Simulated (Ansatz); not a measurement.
The calculation used DFT PBE, scalar-relativistic, plane waves, PAW (Ansatz 0.2.0). All cells share a 420 eV cutoff and Γ-centred k meshes spaced at most about 0.3 Å⁻¹ (about 0.25 or finer for metals, 2π included). No spin polarisation in the final relaxations.

Temperature and zero-point effects are left out.

Compare these two cells of ZrB2, each relaxed at this level.

1.

```xyz
6
Lattice="-2.0819 2.0819 3.7696 2.0819 -2.0819 3.7696 2.0819 2.0819 -3.7696" Properties=species:S:1:pos:R:3 pbc="T T T"
Zr    0.0000    0.0000    1.4419
Zr    0.0000    0.0000    6.0973
B     0.8363    2.0819    0.0000
B     1.2456    0.0000    3.7696
B     0.0000    1.2456    3.7696
B     2.0819    0.8363    0.0000
```

2.

```xyz
3
Lattice="3.0925 0.0000 0.0000 0.0000 3.1358 0.0000 0.0000 0.0000 4.6109" Properties=species:S:1:pos:R:3 pbc="T T T"
Zr    1.5463    0.0000    0.0000
B     1.5463    1.5679    2.3054
B     1.5463    0.0000    2.3054
```

Task: Which would you expect to be lower, and how large is the difference?

Result: Cell 1 is lower, by 0.96 eV/atom. Cell 1 has space group I4/mmm (No. 139), 10.9 Å³/atom and no gap on its mesh; cell 2 has space group Pmmm (No. 47), 14.9 Å³/atom and no gap. Counting B atoms around Zr (those within 1.25 times the shortest such distance or 1.15 times the sum of covalent radii; a plus sign parts nearer from farther groups), cell 1 has Zr 12 and cell 2 has Zr 2+4. Cell 1 holds B–B nets (shortest 1.67 Å); cell 2 holds B–B chains (shortest 1.57 Å). The denser one is the lower, and pressure would at first widen the difference. In cell 1, around Zr lie 12 B at 2.64–2.67 Å, 1 Zr at 2.88 Å and 4 Zr at 3.07 Å; B has 3 B at 1.67–1.76 Å, 1 B at 2.49 Å and 6 Zr at 2.64–2.67 Å. In cell 2, around Zr lie 2 B at 2.31 Å, 4 B at 2.79 Å and 4 Zr at 3.09–3.14 Å; around B on its first site lie 2 B at 1.57 Å and 4 Zr at 2.79 Å; around B on its second site lie 2 B at 1.57 Å and 2 Zr at 2.31 Å. Both come from invented guesses. A third cell relaxed alike, in P6/mmm (a cell as deposited in COD), lies 0.48 eV/atom below the lower of the two.

Cells relaxed within their symmetry can be saddle points.

The ordering follows how well each cell satisfies electron-poor boron. In cell 1 every B has three close B neighbours in a planar net, and Zr sits between nets in contact with 12 B. In cell 2 the boron forms straight chains with only two B neighbours each, and Zr has fewer B contacts. The chain bonds are shorter, as expected at lower coordination, but this evidently does not make up for the lost B–B and Zr–B bonding.

The P6/mmm cell lying lower still fits the known AlB2-type structure of ZrB2, in which boron forms honeycomb sheets. Electrons donated by Zr help fill the bonding states of such a sheet, making it graphene-like, while Zr d–B p mixing ties the layers together. Cell 1 keeps the threefold connectivity but arranges it in squares and octagons, so angle strain in the squares is probably a large part of its penalty. Because boron connectivity and Zr coordination change together between cells 1 and 2, the energies do not show how much each contributes.
